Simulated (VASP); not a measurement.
Wanted: the native input for a VASP 6.6.1 run.

| Property | Result |
| --- | --- |
| Task | relaxation of cell and atoms |
| Functional | PBE |
| Dispersion | D3(BJ) |
| Potentials or basis | VASP PAW PBE potentials, release 64 (Ti_sv, S) |
| Cutoff | 600 eV |
| k mesh | 12 × 12 × 7 |
| Occupations | methfessel-paxton, width 0.1 eV |
| Spin | no spin polarisation |
| Further INCAR settings | ALGO = Normal; EDIFF = 1e-06; IBRION = 2; EDIFFG = -0.01; NSW = 90; ISIF = 3 |

The structure of TiS2 lies in POSCAR:

```
TiS2
1.0
    3.4120000000      0.0000000000      0.0000000000
   -1.7060000000      2.9548786777      0.0000000000
    0.0000000000      0.0000000000      5.6950000000
Ti S
1 2
Direct
    0.0000000000      0.0000000000      0.0000000000
    0.3333333333      0.6666666667      0.2500000000
    0.6666666667      0.3333333333      0.7500000000
```

One way to write it, as run:

INCAR

```
  PREC = Accurate
  ENCUT = 600
  EDIFF = 1E-6
  ISMEAR = 1
  SIGMA = 0.1
  LREAL = F
  LASPH = T
  NELM = 80
  ALGO = Normal
  ISIF = 3
  LWAVE = F
  LCHARG = F
  GGA = PE
  IVDW = 12
  IBRION = 2
  NSW = 90
  EDIFFG = -0.01
  KPAR = 2
```

KPOINTS

```
regular mesh
0
Gamma
  12 12 7
```

Potentials or basis: VASP PAW PBE potentials, release 64 (Ti_sv, S).

The run is started by

```console
$ cat potpaw_PBE.64/Ti_sv/POTCAR potpaw_PBE.64/S/POTCAR > POTCAR
$ mpirun -np 2 vasp_std > vasp.out
```

It gave:

```yaml
Relaxed_volume: 17.98 Å³/atom
Relaxed_cell: a = 3.358 Å, b = 3.358 Å, c = 5.523 Å, α = 90.00°, β = 90.00°, γ = 120.00°
Space_group_after_relaxing_to_0.05_Å: P-3m1 (No. 164)
Energy_gained_by_relaxing: 8.8 meV/atom
Ionic_steps: 15
Pressure_after_relaxing: 0.0 GPa
Largest_force_after_relaxing: 0.003 eV/Å
Band_gap_on_the_k_mesh: none (metal or under the smearing width)
Dispersion_energy_per_atom: -0.410 eV
```

Caveat: pairwise dispersion overbinds metals, which lowers pressure and volume.

Run time: 7.9 min on 2 MPI ranks on Intel(R) Xeon(R) Platinum 8375C CPU @ 2.90GHz (Ice Lake), on a shared host, peak memory 0.29 GiB a rank.
